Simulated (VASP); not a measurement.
# What goes wrong when the modes of LiH are computed with a bad input

Aim: see how common mistakes in a phonon run show up, on LiH. The starting structure is a measured crystal structure from the Crystallography Open Database.

Main program and level: VASP 6.6.1; Kohn-Sham DFT with plane waves and PAW; LDA.

The database entry behind the starting cell differs from later determinations by our own check (the deuteride, about 0.2 % short), so it need not match the best structure at ambient conditions.

### 1. Set-up

The structure is cubic, space group Fm-3m (No. 225). The conventional cell has a = 4.074 Å, b = 4.074 Å, c = 4.074 Å, α = 90.00°, β = 90.00°, γ = 90.00°. Nearest to Li lie 6 H at 2.04 Å. Nearest to H lie 6 Li at 2.04 Å. Farther neighbours are not listed.

Coordinates:

```xyz
2
Lattice="0.0000 2.0368 2.0368 2.0368 0.0000 2.0368 2.0368 2.0368 0.0000" Properties=species:S:1:pos:R:3 pbc="T T T"
Li    0.0000    0.0000    0.0000
H     2.0368    2.0368    2.0368
```

### 2. Reference modes

The cell comes from a relaxation at this level, not shown (14.85 Å³).

Input file INCAR:

```
SYSTEM = LiH
PREC = Accurate
ENCUT = 650
EDIFF = 1E-08
NELM = 100
ISMEAR = 0
SIGMA = 0.03
LREAL = .FALSE.
ALGO = Normal
GGA = CA
NBANDS = 8
LORBIT = 11
LWAVE = .FALSE.
LCHARG = .FALSE.
KPAR = 2
IBRION = 8
LEPSILON = .TRUE.
ISIF = 2
```

Input file POSCAR:

```
LiH
1.0
    0.0000000000      1.9507846635      1.9507846635
    1.9507846635      0.0000000000      1.9507846635
    1.9507846635      1.9507846635      0.0000000000
Li H
1 1
Direct
    0.0000000000      0.0000000000      0.0000000000
    0.5000000000      0.5000000000      0.5000000000
```

Input file KPOINTS:

```
Automatic mesh
0
Gamma
14 14 14
0 0 0
```

PAW data sets: Li_sv and H (LDA family, release 64).

Launch:

```bash
> mpirun -np 2 vasp_std
```

Log:

```text
[banner, memory and clock lines left out]
running    2 mpi-ranks, on    1 nodes
 distrk:  each k-point on    1 cores,    2 groups
 distr:  one band on    1 cores,    1 groups

 POSCAR found type information on POSCAR LiH
 POSCAR found :  2 types and       2 ions
 LDA part: xc-table for (Slater(with rela. corr.)+CA(PZ))
 , standard interpolation
 POSCAR, INCAR and KPOINTS ok, starting setup
 FFT: planning ... GRIDC
 FFT: planning ... GRID_SOFT
 FFT: planning ... GRID
 WAVECAR not read
 entering main loop
       N       E                     dE             d eps       ncg     rms          rms(c)
DAV:   1    -0.242795564314E+01   -0.24280E+01   -0.16239E+03  1696   0.519E+02
DAV:   2    -0.669892108722E+01   -0.42710E+01   -0.41455E+01  2304   0.506E+01
DAV:   3    -0.675573292146E+01   -0.56812E-01   -0.56812E-01  2048   0.584E+00
DAV:   4    -0.675599773554E+01   -0.26481E-03   -0.26481E-03  2576   0.322E-01
DAV:   5    -0.675599786657E+01   -0.13104E-06   -0.13104E-06  2120   0.695E-03    0.286E+00
DAV:   6    -0.656182052795E+01    0.19418E+00   -0.17325E-01  1984   0.136E+00    0.141E+00
DAV:   7    -0.649557720642E+01    0.66243E-01   -0.21053E-01  2232   0.163E+00    0.207E-01
DAV:   8    -0.649630359567E+01   -0.72639E-03   -0.31419E-03  1848   0.422E-01    0.458E-02
DAV:   9    -0.649624134057E+01    0.62255E-04   -0.22457E-04  2472   0.670E-02    0.416E-03
DAV:  10    -0.649624123509E+01    0.10547E-06   -0.43025E-06  1952   0.172E-02    0.277E-03
DAV:  11    -0.649624128662E+01   -0.51529E-07   -0.76450E-08  2640   0.157E-03    0.312E-04
DAV:  12    -0.649624129384E+01   -0.72146E-08   -0.24789E-09  1712   0.422E-04
   1 F= -.64962413E+01 E0= -.64962413E+01  d E =-.668202E-41
 Linear response reoptimize wavefunctions to high precision
DAV:   1    -0.649624129406E+01   -0.22357E-09   -0.23684E-09  2248   0.221E-04
DAV:   2    -0.649624129407E+01   -0.51728E-11   -0.51727E-11  1056   0.651E-05
 Linear response G [H, r] |phi>, progress :
  Direction:   1
       N       E                     dE             d eps       ncg     rms
RMM:   1    -0.852732887237E+01   -0.85273E+01    0.61989E+02  2094   0.212E+02
RMM:   2    -0.129053525669E+02   -0.43780E+01   -0.51986E+00  3635   0.137E+01
RMM:   3    -0.130499695378E+02   -0.14462E+00   -0.53258E-01  3899   0.296E+00
RMM:   4    -0.130573845556E+02   -0.74150E-02   -0.12198E-02  3843   0.475E-01
RMM:   5    -0.130577416152E+02   -0.35706E-03   -0.83119E-04  3836   0.120E-01
RMM:   6    -0.130577645914E+02   -0.22976E-04   -0.92078E-05  3794   0.351E-02
RMM:   7    -0.130577682934E+02   -0.37020E-05   -0.61898E-06  3891   0.108E-02
RMM:   8    -0.130577684826E+02   -0.18926E-06    0.39116E-06  3928   0.354E-03
RMM:   9    -0.130577684941E+02   -0.11447E-07    0.34195E-06  3808   0.146E-03
RMM:  10    -0.130577684801E+02    0.13918E-07   -0.24828E-05  3630   0.659E-04
RMM:  11    -0.130577684423E+02    0.37821E-07   -0.75006E-06  3283   0.338E-04
RMM:  12    -0.130577684087E+02    0.33661E-07   -0.30146E-06  2915   0.219E-04
RMM:  13    -0.130577683925E+02    0.16170E-07   -0.27867E-07  2613   0.172E-04
RMM:  14    -0.130577683922E+02    0.32882E-09    0.12316E-06  2258   0.154E-04
RMM:  15    -0.130577683925E+02   -0.33405E-09   -0.35092E-06  2042   0.149E-04
RMM:  16    -0.130577683923E+02    0.21952E-09   -0.64914E-06  1927   0.148E-04
RMM:  17    -0.130577683925E+02   -0.23920E-09   -0.29605E-06  1848   0.144E-04
 Linear response G [H, r] |phi>, progress :
  Direction:   2
       N       E                     dE             d eps       ncg     rms
RMM:   1    -0.685264985499E+01   -0.68526E+01    0.91184E+02  2051   0.263E+02
RMM:   2    -0.110146492122E+02   -0.41620E+01   -0.62749E+00  3611   0.149E+01
RMM:   3    -0.111422433005E+02   -0.12759E+00   -0.53767E-01  3879   0.320E+00
RMM:   4    -0.111509995648E+02   -0.87563E-02   -0.14454E-02  3843   0.521E-01
RMM:   5    -0.111514911504E+02   -0.49159E-03   -0.13443E-03  3859   0.142E-01
RMM:   6    -0.111515196996E+02   -0.28549E-04   -0.68122E-05  3849   0.366E-02
RMM:   7    -0.111515225521E+02   -0.28525E-05   -0.69008E-06  3922   0.124E-02
RMM:   8    -0.111515227870E+02   -0.23494E-06    0.18452E-07  3924   0.411E-03
RMM:   9    -0.111515227761E+02    0.10937E-07   -0.64441E-06  3832   0.166E-03
RMM:  10    -0.111515227594E+02    0.16691E-07   -0.55609E-06  3612   0.719E-04
RMM:  11    -0.111515227330E+02    0.26340E-07    0.47613E-06  3267   0.372E-04
RMM:  12    -0.111515226935E+02    0.39533E-07    0.39586E-06  2867   0.225E-04
RMM:  13    -0.111515226957E+02   -0.22238E-08    0.42232E-06  2598   0.172E-04
RMM:  14    -0.111515226957E+02    0.51905E-11    0.46289E-06  2286   0.149E-04
RMM:  15    -0.111515226957E+02    0.93046E-11    0.61444E-06  2099   0.142E-04
RMM:  16    -0.111515226959E+02   -0.14709E-09    0.62536E-06  1954   0.140E-04
RMM:  17    -0.111515226958E+02    0.69477E-10    0.64095E-06  1894   0.137E-04
 Linear response G [H, r] |phi>, progress :
  Direction:   3
       N       E                     dE             d eps       ncg     rms
RMM:   1    -0.881034987773E+01   -0.88103E+01    0.79282E+02  2152   0.244E+02
RMM:   2    -0.152092031843E+02   -0.63989E+01   -0.49899E+00  3410   0.144E+01
RMM:   3    -0.153807996355E+02   -0.17160E+00   -0.70451E-01  3703   0.358E+00
RMM:   4    -0.153913764206E+02   -0.10577E-01   -0.19291E-02  3614   0.612E-01
[...]
Linear response to external field, progress :
  Direction:   1
       N       E                     dE             d eps       ncg     rms          rms(c)
RMM:   1    -0.152038368612E+00   -0.15204E+00   -0.37681E-01  8832   0.325E+00
RMM:   2    -0.167506829940E+00   -0.15468E-01   -0.74599E-03  8530   0.678E-01    0.511E-01
RMM:   3    -0.168445467704E+00   -0.93864E-03   -0.33523E-03  8631   0.328E-01    0.301E-01
RMM:   4    -0.179447150769E+00   -0.11002E-01   -0.19065E-03  8109   0.254E-01    0.185E-02
RMM:   5    -0.180304785963E+00   -0.85764E-03   -0.22080E-04  8982   0.749E-02    0.716E-03
RMM:   6    -0.180277500585E+00    0.27285E-04   -0.14424E-05  8936   0.179E-02    0.128E-03
RMM:   7    -0.180259559336E+00    0.17941E-04   -0.43343E-06  9247   0.576E-03    0.330E-04
RMM:   8    -0.180253367267E+00    0.61921E-05   -0.32876E-06  9367   0.189E-03    0.612E-05
RMM:   9    -0.180251120332E+00    0.22469E-05   -0.17464E-05  9340   0.661E-04    0.146E-05
RMM:  10    -0.180251191741E+00   -0.71409E-07   -0.21503E-05  7949   0.253E-04    0.329E-06
 change of polarisation eV/A/(eV/A) component  1 :     0.330    -0.051    -0.037
 dielectric tensor                  component  1 :     5.019    -0.617    -0.453
 Linear response to external field, progress :
  Direction:   2
       N       E                     dE             d eps       ncg     rms          rms(c)
RMM:   1    -0.152038365834E+00   -0.15204E+00   -0.37681E-01  8856   0.325E+00
RMM:   2    -0.167506801021E+00   -0.15468E-01   -0.74600E-03  8558   0.678E-01    0.511E-01
RMM:   3    -0.168445454377E+00   -0.93865E-03   -0.33535E-03  8671   0.329E-01    0.301E-01
RMM:   4    -0.179447076486E+00   -0.11002E-01   -0.19080E-03  8139   0.254E-01    0.185E-02
RMM:   5    -0.180305864168E+00   -0.85879E-03   -0.22064E-04  9017   0.748E-02    0.715E-03
RMM:   6    -0.180277544800E+00    0.28319E-04   -0.15090E-05  8976   0.178E-02    0.128E-03
RMM:   7    -0.180259806133E+00    0.17739E-04   -0.64373E-06  9286   0.575E-03    0.328E-04
RMM:   8    -0.180253371855E+00    0.64343E-05   -0.21568E-05  9391   0.191E-03    0.607E-05
RMM:   9    -0.180251106888E+00    0.22650E-05   -0.21299E-05  9372   0.688E-04    0.148E-05
RMM:  10    -0.180251177870E+00   -0.70982E-07   -0.24301E-05  7998   0.266E-04    0.391E-06
 change of polarisation eV/A/(eV/A) component  2 :    -0.032     0.330    -0.005
 dielectric tensor                  component  2 :    -0.390     5.019    -0.058
 Linear response to external field, progress :
  Direction:   3
       N       E                     dE             d eps       ncg     rms          rms(c)
RMM:   1    -0.152038365373E+00   -0.15204E+00   -0.37681E-01  8852   0.325E+00
RMM:   2    -0.167506800548E+00   -0.15468E-01   -0.74600E-03  8561   0.678E-01    0.511E-01
RMM:   3    -0.168445455496E+00   -0.93865E-03   -0.33535E-03  8674   0.329E-01    0.301E-01
RMM:   4    -0.179447071656E+00   -0.11002E-01   -0.19080E-03  8140   0.254E-01    0.185E-02
RMM:   5    -0.180305850100E+00   -0.85878E-03   -0.22039E-04  9016   0.748E-02    0.715E-03
RMM:   6    -0.180277208088E+00    0.28642E-04   -0.33954E-05  8965   0.180E-02    0.128E-03
RMM:   7    -0.180260038953E+00    0.17169E-04   -0.84669E-06  9266   0.574E-03    0.329E-04
RMM:   8    -0.180253319242E+00    0.67197E-05   -0.24427E-05  9359   0.188E-03    0.603E-05
RMM:   9    -0.180251222070E+00    0.20972E-05   -0.17341E-05  9366   0.675E-04    0.155E-05
RMM:  10    -0.180251180454E+00    0.41616E-07   -0.24197E-05  8007   0.255E-04    0.374E-06
 change of polarisation eV/A/(eV/A) component  3 :    -0.007    -0.020     0.330
 dielectric tensor                  component  3 :    -0.086    -0.241     5.019
 Linear response DOF=           2
 Linear response progress:
  Degree of freedom:   1/  2
       N       E                     dE             d eps       ncg     rms          rms(c)
RMM:   1    -0.167136051475E+00   -0.16714E+00    0.55624E+00  4825   0.225E+01
RMM:   2    -0.176077967878E+00   -0.89419E-02   -0.15890E-02  6846   0.118E+00    0.451E-02
RMM:   3    -0.176075594537E+00    0.23733E-05   -0.62469E-04  8273   0.180E-01    0.231E-02
RMM:   4    -0.176024215426E+00    0.51379E-04   -0.56209E-05  8404   0.453E-02    0.338E-03
RMM:   5    -0.176025909484E+00   -0.16941E-05   -0.34168E-06  8805   0.121E-02    0.820E-04
RMM:   6    -0.176037558928E+00   -0.11649E-04   -0.33707E-07  8663   0.306E-03    0.300E-04
RMM:   7    -0.176042226968E+00   -0.46680E-05   -0.62022E-08  8718   0.104E-03    0.427E-05
RMM:   8    -0.176043315317E+00   -0.10883E-05   -0.10699E-09  9220   0.405E-04    0.559E-06
RMM:   9    -0.176043107806E+00    0.20751E-06   -0.53099E-08  9557   0.167E-04    0.459E-06
RMM:  10    -0.176043169181E+00   -0.61375E-07   -0.27499E-08  9743   0.826E-05    0.140E-06
RMM:  11    -0.176043192822E+00   -0.23641E-07   -0.17293E-08  9471   0.474E-05    0.316E-07
RMM:  12    -0.176043195937E+00   -0.31145E-08   -0.18022E-08  7843   0.336E-05    0.118E-07
 first order change of Fermi-energy  -0.17996E-03
 force on displaced ion       1 direction 1 :  -1.389   0.000   0.000
 Born effective charge ion    1 direction 1 :   1.025   0.000   0.000
 Linear response progress:
  Degree of freedom:   2/  2
       N       E                     dE             d eps       ncg     rms          rms(c)
RMM:   1    -0.154652815015E-01   -0.15465E-01   -0.57168E-03  8539   0.588E-01
RMM:   2    -0.158337675573E-01   -0.36849E-03   -0.47178E-04  8036   0.959E-02    0.102E-01
RMM:   3    -0.162812994216E-01   -0.44753E-03   -0.61824E-05  7864   0.370E-02    0.595E-02
RMM:   4    -0.172491630988E-01   -0.96786E-03   -0.36287E-05  7344   0.339E-02    0.166E-03
RMM:   5    -0.172616030333E-01   -0.12440E-04   -0.16824E-06  8512   0.680E-03    0.898E-04
RMM:   6    -0.172583976472E-01    0.32054E-05   -0.15628E-07  8619   0.174E-03    0.780E-05
RMM:   7    -0.172589496100E-01   -0.55196E-06   -0.82269E-09  8929   0.420E-04    0.579E-05
RMM:   8    -0.172582288423E-01    0.72077E-06   -0.20868E-08  9047   0.130E-04    0.600E-06
RMM:   9    -0.172582063041E-01    0.22538E-07   -0.53696E-08  9286   0.406E-05    0.379E-06
RMM:  10    -0.172581392616E-01    0.67043E-07   -0.40481E-08  9239   0.155E-05    0.216E-07
RMM:  11    -0.172581411280E-01   -0.18664E-08   -0.20388E-08  8568   0.671E-06    0.227E-07
 first order change of Fermi-energy   0.31096E-03
 force on displaced ion       2 direction 1 :  -1.386   0.000   0.000
 Born effective charge ion    2 direction 1 :  -1.025   0.000   0.000
 Born effective charges drift removed
 Linear response finished
```

Wall time 4 min (2 MPI ranks of AMD EPYC 7R43, shared host); peak memory 0.36 GiB; 8 min of CPU time.

Lines that name or quote the potential files are left out of all logs, and their timing lines are given in words.

OUTCAR, selected parts (step 2):

```text
ion  position               nearest neighbor table
   1  0.000  0.000  0.000-
   2  0.500  0.500  0.500-

  LATTYP: Found a face centered cubic cell.
 ALAT       =     3.9015693270

 Subroutine GETGRP returns: Found 48 space group operations
 (whereof 48 operations were pure point group operations)

The static configuration has the point symmetry O_h .

 Found    104 irreducible k-points:

   k-points           NKPTS =    104   k-points in BZ     NKDIM =    104   number of bands    NBANDS=      8

   dimension x,y,z NGX =    24 NGY =   24 NGZ =   24
   dimension x,y,z NGXF=    48 NGYF=   48 NGZF=   48

   ENCUT  =  650.0 eV  47.77 Ry    6.91 a.u.   5.74  5.74  5.74*2*pi/ulx,y,z

   NELECT =       4.0000    total number of electrons

 k-points in reciprocal lattice and weights: Automatic mesh
   0.00000000  0.00000000  0.00000000       0.000
   0.07142857  0.00000000  0.00000000       0.003
   0.14285714  0.00000000  0.00000000       0.003
   0.21428571  0.00000000  0.00000000       0.003
   0.28571429  0.00000000  0.00000000       0.003
   0.35714286  0.00000000  0.00000000       0.003
   0.42857143  0.00000000  0.00000000       0.003
   0.50000000  0.00000000  0.00000000       0.001
   0.07142857  0.07142857  0.00000000       0.002
[...]
-0.28571429  0.42857143  0.21428571       0.009
  -0.28571429  0.50000000  0.21428571       0.004

 average (electrostatic) potential at core
       1 -65.5473       2 -33.3116

  Total       -0.0033117     -0.0033117     -0.0033117      0.0000000     -0.0000000     -0.0000000
  in kB       -0.3573593     -0.3573593     -0.3573593      0.0000000     -0.0000000     -0.0000000
  external PRESSURE =      -0.3573593 kB  Pullay stress =       0.0000000 kB

  energy-cutoff  :      650.00
  volume of cell :       14.85
      direct lattice vectors                 reciprocal lattice vectors
     0.000000000  1.950784663  1.950784663    -0.256307121  0.256307121  0.256307121
     1.950784663  0.000000000  1.950784663     0.256307121 -0.256307121  0.256307121
     1.950784663  1.950784663  0.000000000     0.256307121  0.256307121 -0.256307121

 POSITION                                       TOTAL-FORCE (eV/Angst)
 -----------------------------------------------------------------------------------
      0.00000      0.00000      0.00000         0.000000      0.000000     -0.000000
      1.95078      1.95078      1.95078         0.000000      0.000000      0.000000
 -----------------------------------------------------------------------------------
    total drift:                                0.000000     -0.000000     -0.000000

 MACROSCOPIC STATIC DIELECTRIC TENSOR (including local field effects in DFT)
 ------------------------------------------------------
           5.019402     0.000000     0.000000
          -0.000000     5.019402     0.000000
          -0.000000    -0.000000     5.019402
 ------------------------------------------------------

 PIEZOELECTRIC TENSOR (including local field effects)  for field in x, y, z        (C/m^2)
          XX          YY          ZZ          XY          YZ          ZX
  --------------------------------------------------------------------------------
  x     0.00000     0.00000     0.00000     0.00000     0.00000     0.00000
  y     0.00000     0.00000     0.00000     0.00000     0.00000     0.00000
  z     0.00000     0.00000     0.00000     0.00000     0.00000     0.00000

 BORN EFFECTIVE CHARGES (including local field effects) (in |e|, cummulative output)
 ---------------------------------------------------------------------------------
 ion    1
    1     1.02518    -0.00000    -0.00000
    2    -0.00000     1.02518    -0.00000
    3     0.00000     0.00000     1.02518
 ion    2
    1    -1.02518     0.00000     0.00000
    2     0.00000    -1.02518     0.00000
    3    -0.00000    -0.00000    -1.02518

 Eigenvectors and eigenvalues of the dynamical matrix
 ----------------------------------------------------

   1 f  =   19.674977 THz   123.621527 2PiTHz  656.286595 cm-1    81.369131 meV
             X         Y         Z           dx          dy          dz
      0.000000  0.000000  0.000000     0.000000    0.000000   -0.353670
      1.950785  1.950785  1.950785     0.000000    0.000000    0.935370

   2 f  =   19.674977 THz   123.621527 2PiTHz  656.286595 cm-1    81.369131 meV
             X         Y         Z           dx          dy          dz
      0.000000  0.000000  0.000000     0.000000    0.353670    0.000000
      1.950785  1.950785  1.950785    -0.000000   -0.935370    0.000000

   3 f  =   19.674977 THz   123.621527 2PiTHz  656.286595 cm-1    81.369131 meV
             X         Y         Z           dx          dy          dz
      0.000000  0.000000  0.000000    -0.353670    0.000000   -0.000000
      1.950785  1.950785  1.950785     0.935370   -0.000000   -0.000000

   4 f/i=    0.007088 THz     0.044533 2PiTHz    0.236419 cm-1     0.029312 meV
             X         Y         Z           dx          dy          dz
      0.000000  0.000000  0.000000    -0.069122   -0.740622    0.567115
      1.950785  1.950785  1.950785    -0.026136   -0.280034    0.214430

   5 f/i=    0.007088 THz     0.044533 2PiTHz    0.236419 cm-1     0.029312 meV
             X         Y         Z           dx          dy          dz
      0.000000  0.000000  0.000000    -0.885637   -0.126451   -0.273084
      1.950785  1.950785  1.950785    -0.334865   -0.047812   -0.103255

   6 f/i=    0.007088 THz     0.044533 2PiTHz    0.236419 cm-1     0.029312 meV
             X         Y         Z           dx          dy          dz
      0.000000  0.000000  0.000000    -0.292893    0.557142    0.691899
      1.950785  1.950785  1.950785    -0.110745    0.210659    0.261611

 MACROSCOPIC STATIC DIELECTRIC TENSOR IONIC CONTRIBUTION
 ------------------------------------------------------
           9.232971    -0.000000     0.000000
          -0.000000     9.232971    -0.000000
           0.000000    -0.000000     9.232971
 ------------------------------------------------------

 ELASTIC MODULI CONTR FROM IONIC RELAXATION (kBar)
 Direction    XX          YY          ZZ          XY          YZ          ZX
 --------------------------------------------------------------------------------
 XX           0.0000      0.0000      0.0000      0.0000      0.0000      0.0000
 YY           0.0000      0.0000      0.0000      0.0000      0.0000      0.0000
 ZZ           0.0000      0.0000      0.0000      0.0000      0.0000      0.0000
 XY           0.0000      0.0000      0.0000      0.0000      0.0000      0.0000
 YZ           0.0000      0.0000      0.0000      0.0000      0.0000      0.0000
 ZX           0.0000      0.0000      0.0000      0.0000      0.0000      0.0000
 --------------------------------------------------------------------------------

 PIEZOELECTRIC TENSOR IONIC CONTR  for field in x, y, z        (C/m^2)
          XX          YY          ZZ          XY          YZ          ZX
  --------------------------------------------------------------------------------
  x     0.00000     0.00000     0.00000     0.00000     0.00000     0.00000
  y     0.00000     0.00000     0.00000     0.00000     0.00000     0.00000
  z     0.00000     0.00000     0.00000     0.00000     0.00000     0.00000
```

Energies printed during the response cycles are not total energies of the cell.

Reference: the zone-centre mode is T1u 656.3 cm⁻¹.

(Part 1 of 2 ends here.)

[Lines on the potential files, build, host, timing and source positions are cut from VASP's logs without a mark.]

[Logs are printed without paths, hosts, clocks, repeated set-up lines and the standing remarks that a program may print on its own settings, such as how far it seeks lower states.]

[Hosts, paths, dates, database ids (printed as entryN), source tags and the programs' standing remarks are cut or masked in the printed files.]
